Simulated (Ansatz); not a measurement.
A trial structure of Te was built thus: 6-connected net of one element (Pmmm, No. 47). The dimensions are guesses.

```
CELL_PARAMETERS angstrom
2.92646 0.00000 0.00000
0.00000 4.92148 0.00000
0.00000 0.00000 5.96737
ATOMIC_POSITIONS crystal
Te 0.00000 0.00000 0.25585
Te 0.00000 0.00000 0.74415
Te 0.00000 0.50000 0.00000
```

Level of theory: Ansatz 0.2.0, DFT PBE, scalar-relativistic, plane waves, PAW. Cutoff 420 eV, Gaussian smearing, Γ-centred meshes. Cell and atoms relax first on a coarse mesh and then on a finer one. In between, the cell is made exact in the group found at 0.06 Å. In metals the finer mesh still leaves noise of several meV/atom or more. The steps can't lower the symmetry of their start. No spin polarisation.

A guess keeps its type if space group and coordination stay and the shape of the cell changes little (axis ratios within about 15 %, angles within 6°); the volume may change.

Problem. Does this structure survive the relaxation?

Solution. It keeps its type. The symmetry stays Pmmm (No. 47). The volume per atom grows by 32.3 %, from 28.6 to 37.9 Å³. The shortest distance goes from 2.90 Å (Te–Te) to 3.10 Å (Te–Te). Counting neighbours within 15 % of an atom's shortest distance, the start has Te 6 and the end Te 6.

The last run used a 14×8×8 mesh (in the run's order of axes) for its 3-atom cell and Gaussian smearing of 0.10 eV. Spin–orbit coupling, which can matter for Te, is left out. Symmetry constrained the relaxation, so the result can be a saddle point.
